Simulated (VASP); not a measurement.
# Pt (Fm-3m) in VASP: a series of runs, part 2 of 2

VASP 6.6.1.

### Step 3. Relaxation of cell and atoms, PBE

This run uses another cell than the first one, of 15.61 Å³/atom, 1.035 times its volume.

Contents of INCAR:

```
ALGO = Fast
EDIFF = 1E-7
EDIFFG = -0.002
ENCUT = 520
GGA = PE
IBRION = 2
ISIF = 3
ISMEAR = 0
LASPH = T
LCHARG = F
LREAL = F
LWAVE = F
NELM = 80
NSW = 80
PREC = Accurate
SIGMA = 0.1
```

Contents of KPOINTS:

```
k-points
0
Gamma
  18 18 18
```

Contents of POSCAR:

```
Pt                                      
1.0
    0.0000000000      1.9837601988      1.9837601988
    1.9837601988     -0.0000000000      1.9837601988
    1.9837601988      1.9837601988     -0.0000000000
  Pt            
     1
Direct
     0.0000000000000000    0.0000000000000000    0.0000000000000000
```

Potentials or basis: VASP PAW PBE potentials, release 64 (Pt).

The run is started by

```console
$ cat potpaw_PBE.64/Pt/POTCAR > POTCAR
$ mpirun -np 1 vasp_std > vasp.out
```

OUTCAR:

```text
EDIFF = 1E-7
   EDIFFG = -0.002
   ENCUT = 520
   GGA = PE
   IBRION = 2
   ISIF = 3
   ISMEAR = 0
   LASPH = T
   LREAL = F
   NELM = 80
   NSW = 80
   PREC = Accurate

 ion  position               nearest neighbor table
   1  0.000  0.000  0.000-

  LATTYP: Found a face centered cubic cell.
 ALAT       =     3.9675203976

  Lattice vectors:

 A1 = (   0.0000000000,   1.9837601988,   1.9837601988)
 A2 = (   1.9837601988,   0.0000000000,   1.9837601988)
 A3 = (   1.9837601988,   1.9837601988,   0.0000000000)

Analysis of symmetry for initial positions (statically):
=====================================================================
 Subroutine PRICEL returns:
 Original cell was already a primitive cell.

 Routine SETGRP: Setting up the symmetry group for a
 face centered cubic supercell.

 Subroutine GETGRP returns: Found 48 space group operations
 (whereof 48 operations were pure point group operations)
 out of a pool of 48 trial point group operations.

The static configuration has the point symmetry O_h .

Analysis of symmetry for dynamics (positions and initial velocities):
=====================================================================
 Subroutine PRICEL returns:
 Original cell was already a primitive cell.

 Routine SETGRP: Setting up the symmetry group for a
 face centered cubic supercell.

 Subroutine GETGRP returns: Found 48 space group operations
 (whereof 48 operations were pure point group operations)
 out of a pool of 48 trial point group operations.

The dynamic configuration has the point symmetry O_h .

 Subroutine INISYM returns: Found 48 space group operations
 (whereof 48 operations are pure point group operations),
 and found     1 'primitive' translations

----------------------------------------------------------------------------------------

                                     Primitive cell

  volume of cell :      15.6134

  direct lattice vectors                    reciprocal lattice vectors
     0.000000000  1.983760199  1.983760199    -0.252046593  0.252046593  0.252046593
     1.983760199  0.000000000  1.983760199     0.252046593 -0.252046593  0.252046593
     1.983760199  1.983760199  0.000000000     0.252046593  0.252046593 -0.252046593

  length of vectors
     2.805460578  2.805460578  2.805460578     0.436557505  0.436557505  0.436557505

  position of ions in fractional coordinates (direct lattice)
     0.000000000  0.000000000  0.000000000

  ion indices of the primitive-cell ions
   primitive index   ion index
                 1           1

----------------------------------------------------------------------------------------

 KPOINTS: k-points

Automatic generation of k-mesh.
 Grid dimensions read from file:
 generate k-points for:   18   18   18

 Generating k-lattice:

  Cartesian coordinates                     Fractional coordinates (reciprocal lattice)
    -0.014002589  0.014002589  0.014002589     0.055555556  0.000000000  0.000000000
     0.014002589 -0.014002589  0.014002589     0.000000000  0.055555556  0.000000000
     0.014002589  0.014002589 -0.014002589     0.000000000  0.000000000  0.055555556

  Length of vectors
     0.024253195  0.024253195  0.024253195

  Shift w.r.t. Gamma in fractional coordinates (k-lattice)
     0.000000000  0.000000000  0.000000000

 Subroutine IBZKPT returns following result:
 ===========================================

 Found    195 irreducible k-points:

 Following reciprocal coordinates:
            Coordinates               Weight
  0.000000  0.000000  0.000000      1.000000
  0.055556  0.000000  0.000000      8.000000
  0.111111  0.000000  0.000000      8.000000
  0.166667  0.000000  0.000000      8.000000
  0.222222  0.000000  0.000000      8.000000
  0.277778  0.000000  0.000000      8.000000
[... 16 lines left out ...]
 -0.277778  0.055556  0.000000     24.000000
 -0.222222  0.055556  0.000000     24.000000
 [... further k-points ...]
   k-points           NKPTS =    195   k-points in BZ     NKDIM =    195   number of bands    NBANDS=      9
   number of dos      NEDOS =    301   number of ions     NIONS =      1
   total plane-waves  NPLWV =  13824
   dimension x,y,z NGX =    24 NGY =   24 NGZ =   24
   dimension x,y,z NGXF=    48 NGYF=   48 NGZF=   48
   ions per type =               1
   NGX,Y,Z   is equivalent  to a cutoff of  14.22, 14.22, 14.22 a.u.
   NGXF,Y,Z  is equivalent  to a cutoff of  28.44, 28.44, 28.44 a.u.
 SYSTEM =  unknown system
   PREC   = accura    normal or accurate (medium, high low for compatibility)
   ISTART =      0    job   : 0-new  1-cont  2-samecut
   ICHARG =      2    charge: 1-file 2-atom 10-const
   ISPIN  =      1    spin polarized calculation?
   LNONCOLLINEAR =      F non collinear calculations
   LSORBIT =      F    spin-orbit coupling
   LASPH  =      T    aspherical Exc in radial PAW
   ENCUT  =  520.0 eV  38.22 Ry    6.18 a.u.   5.22  5.22  5.22*2*pi/ulx,y,z
   NELM   =     80;   NELMIN=  2; NELMDL= -5     # of ELM steps
   EDIFF  = 0.1E-06   stopping-criterion for ELM
   LREAL  =      F    real-space projection
   EDIFFG = -.2E-02   stopping-criterion for IOM
   NSW    =     80    number of steps for IOM
   IBRION =      2    ionic relax: 0-MD 1-quasi-New 2-CG
   NFREE  =      1    steps in history (QN), initial steepest desc. (CG)
   ISIF   =      3    stress and relaxation
   ISYM   =      2    0-nonsym 1-usesym 2-fastsym
   POTIM  = 0.5000    time-step for ionic-motion
   TEBEG  =    0.0;   TEEND  =   0.0 temperature during run
   PSTRESS=    0.0 pullay stress
   NELECT =      10.0000    total number of electrons
   NUPDOWN=      -1.0000    fix difference up-down
   EMIN   =  10.00;   EMAX   =-10.00  energy-range for DOS
   EFERMI =   0.00;   METHOD = LEGACY
   ISMEAR =     0;   SIGMA  =   0.10  broadening in eV -4-tet -1-fermi 0-gaus
   EFERMI_NEDOS =   21; number of points for ismear=-14 and -15
   IALGO  =     68    algorithm
   IMIX   =      4    mixing-type and parameters
     AMIX     =   0.40;   BMIX     =  1.00
     AMIX_MAG =   1.60;   BMIX_MAG =  1.00
  volume/ion in A,a.u.               =      15.61       105.36
  Fermi-wavevector in a.u.,A,eV,Ry     =   1.411158  2.666702 27.094194  1.991367
  Thomas-Fermi vector in A             =   2.533038
   LORBIT       =      0    0 simple, 1 ext, 2 COOP (PROOUT), +10 PAW based schemes
   GGA     = PE    functional components
   LHFCALC =     F    Hartree Fock is set to
   AEXX    =    0.0000 exact exchange contribution
   IVDW    =     0    specifies the selected vdW correction
   LEPSILON=     F    determine dielectric tensor
   LRPA    =     F    only Hartree local field effects (RPA)
 conjugate gradient relaxation of ions
 non-spin polarized calculation
 RMM-DIIS sequential band-by-band and
 Gauss-broadening in eV      SIGMA  =   0.10
  energy-cutoff  :      520.00
  volume of cell :       15.61
 maximum number of plane-waves:       444
 NGX is ok and might be reduce to    24
   NGX = 11   NGY = 11   NGZ = 11

 number of electron      10.0000002 magnetization

 Free energy of the ion-electron system (eV)
  ---------------------------------------------------
  ext. energy  EPLUGINS =         0.00000000
  ---------------------------------------------------
  free energy    TOTEN  =        -6.10006757 eV

  energy without entropy =       -6.08882535  energy(sigma->0) =       -6.09444646

 E-fermi :  10.6098     XC(G=0): -13.2832

 val. band max:       10.6095195852   @ k =  -0.3333   0.3889   0.1111
 cond. band min:      10.6206354170   @ k =   0.4444   0.1111   0.0000
 fundamental gap:      0.0111158317
 Fermi energy:        10.6097642672

 k-point     1 :       0.0000    0.0000    0.0000
  band No.  band energies     occupation
      1       0.7784      2.00000
      2       7.0285      2.00000
      3       7.0285      2.00000
      4       7.0285      2.00000
      5       9.0628      2.00000
      6       9.0628      2.00000
      7      25.3409      0.00000
      8      30.1112      0.00000
      9      30.1112      0.00000

 k-point     2 :       0.0556    0.0000    0.0000
  band No.  band energies     occupation
      1       0.8988      2.00000
      2       6.9759      2.00000
      3       7.0758      2.00000
      4       7.0758      2.00000
      5       9.0367      2.00000
      6       9.0367      2.00000
      7      25.5240      0.00000
      8      29.4449      0.00000
      9      30.2916      0.00000
[... 253 lines left out ...]
 k-point    24 :      -0.2222    0.0556    0.0000
  band No.  band energies     occupation
      1       2.7683      2.00000
      2       6.5661      2.00000
      3       7.4018      2.00000
      4       7.4655      2.00000
      5       8.8865      2.00000
      6       9.5271      2.00000
      7      24.1003      0.00000
      8      27.0820      0.00000
      9      31.3128      0.00000

 [... further k-points ...]
[... 5 lines left out ...]
  --------------------------------------------------------------------------------------
  -------------------------------------------------------------------------------------
  Total       -0.0010685     -0.0010685     -0.0010685     -0.0000000     -0.0000000      0.0000000
  in kB       -0.1096406     -0.1096406     -0.1096406     -0.0000000     -0.0000000      0.0000000
  external PRESSURE =      -0.1096406 kB  Pullay stress =       0.0000000 kB

 VOLUME and BASIS-vectors are now :
 -----------------------------------------------------------------------------
  energy-cutoff  :      520.00
  volume of cell :       15.61
      direct lattice vectors                 reciprocal lattice vectors
     0.000000000  1.983760199  1.983760199    -0.252046593  0.252046593  0.252046593
     1.983760199  0.000000000  1.983760199     0.252046593 -0.252046593  0.252046593
     1.983760199  1.983760199  0.000000000     0.252046593  0.252046593 -0.252046593

 POSITION                                       TOTAL-FORCE (eV/Angst)
 -----------------------------------------------------------------------------------
      0.00000      0.00000      0.00000        -0.000000     -0.000000      0.000000
 -----------------------------------------------------------------------------------
    total drift:                               -0.000000      0.000000     -0.000000

  FREE ENERGIE OF THE ION-ELECTRON SYSTEM (eV)
  ---------------------------------------------------
  free  energy   TOTEN  =        -6.1000675680 eV

  energy  without entropy=       -6.0888253547  energy(sigma->0) =       -6.09444646

 reached required accuracy - stopping structural energy minimisation
```

CONTCAR:

```text
Pt
   1.00000000000000
     0.0000000000000000    1.9837601988000000    1.9837601988000000
     1.9837601988000000    0.0000000000000000    1.9837601988000000
     1.9837601988000000    1.9837601988000000    0.0000000000000000
  Pt
     1
Direct
     0.0000000000000000    0.0000000000000000    0.0000000000000000

  0.00000000E+00  0.00000000E+00  0.00000000E+00
```

Run time: 10 s. Hardware: 1 thread of Intel Xeon 6975P-C (Granite Rapids), shared host; peak memory 0.16 GiB.

Results:

| Item | Value |
| --- | --- |
| Free energy | -6.1001 eV |
| Pressure after relaxing | 0.0 GPa |
| Band gap on the k mesh | none (metal or under the smearing width) |

Final structure:
```
CELL_PARAMETERS angstrom
0.00000 1.98376 1.98376
1.98376 0.00000 1.98376
1.98376 1.98376 0.00000
ATOMIC_POSITIONS crystal
Pt 0.00000 0.00000 0.00000
```

Caveat: the relaxation stopped at its first step, so nothing moved. Spin-orbit coupling is left out, which matters for the levels of Pt.

### Step 4. Vibrations by finite differences, PBE

This run uses another cell than the first one, of 15.61 Å³/atom, 1.035 times its volume.

Contents of INCAR:

```
PREC = Accurate
ENCUT = 520
EDIFF = 1E-8
ISMEAR = 0
SIGMA = 0.1
LREAL = F
LASPH = T
NELM = 80
ALGO = Fast
ISIF = 3
LWAVE = F
LCHARG = F
GGA = PE
NBANDS = 11
IBRION = 6
NFREE = 2
POTIM = 0.015
NSW = 1
```

Contents of KPOINTS:

```
Automatic mesh
0
Gamma
  18 18 18
```

Contents of POSCAR:

```
Pt                                      
1.0
    0.0000000000      1.9837601988      1.9837601988
    1.9837601988      0.0000000000      1.9837601988
    1.9837601988      1.9837601988      0.0000000000
  Pt            
     1
Direct
     0.0000000000000000    0.0000000000000000    0.0000000000000000
```

The run is started by

```console
$ cat potpaw_PBE.64/Pt/POTCAR > POTCAR
$ mpirun -np 1 vasp_std > vasp.out
```

Wall time 9.3 min (1 thread of Intel Xeon 6975P-C (Granite Rapids), shared host); peak memory 0.58 GiB.

The run converged. Its results:

| Quantity | Value |
| --- | --- |
| Elastic constants C11, C12, C44 | 304, 222, 59 GPa |
| Voigt bulk modulus | 249 GPa |

Elastic tensor in Voigt notation (GPa, in the Cartesian axes of the cell as first typed):
```
304 222 222   0   0   0
222 304 222   0   0   0
222 222 304   0   0   0
  0   0   0  59   0   0
  0   0   0   0  59   0
  0   0   0   0   0  59
```

Clamped-ion elastic tensor (GPa):
```
304 222 222   0   0   0
222 304 222   0   0   0
222 222 304   0   0   0
  0   0   0  59   0   0
  0   0   0   0  59   0
  0   0   0   0   0  59
```

Caveat: elastic constants of metals need much finer meshes, so these are rough.
